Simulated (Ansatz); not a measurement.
# Computed properties of Te2Pt

```
CELL_PARAMETERS angstrom
4.01800 0.00000 0.00000
-2.00900 3.47969 0.00000
0.00000 0.00000 5.21200
ATOMIC_POSITIONS crystal
Te 0.33333 0.66667 0.25000
Te 0.66667 0.33333 0.75000
Pt 0.00000 0.00000 0.00000
```

Atom numbers follow the list: Te1, Te2, Pt3.

The cell comes from COD entry 1539201, which wasn't checked; take it as a given geometry. It is an old determination, and later ones may differ.

No spin–orbit coupling, which matters for the heavy atoms here.

Levels of theory: DFT, PBE, all-electron LAPW, scalar-relativistic (Ansatz 0.2.0); DFT, PBE, PAW with Ansatz's default frozen-core files, scalar-relativistic (Ansatz 0.2.0).

For LAPW: a Γ-centred 10×10×7 k mesh, Fermi–Dirac smearing of 0.08 eV, basis error target 1 meV/atom, no spin polarisation. PAW takes a cutoff of 420 eV at this cell. The Ansatz runs share mesh, smearing and spin set-up. Values come from LAPW unless marked.

| Quantity | Value |
| --- | --- |
| Bader charges (from the PAW run) | Te1 +0.26, Pt3 -0.52 e |
| Volume per atom | 163.9 bohr³ |

Give the computed value. Löwdin charges (with 0.27 e of the cell spilling out of the atomic basis, so their sizes and signs hang on that basis).

Te1 0.01, Pt3 0.25 e.

Predict this quantity. Pressure at this cell.

7.86 GPa.

Predict this quantity. Band gap.

none: bands cross the Fermi level, a metal.

Stress xx, yy, zz (compression positive): what does the calculation give?

8.35, 8.35, 6.90 GPa.

Give the computed value. Density of states at the Fermi level (0.2 eV bin).

0.81 states/eV per cell.

Largest force: what does the calculation give?

0.937 eV/Å on Te1.
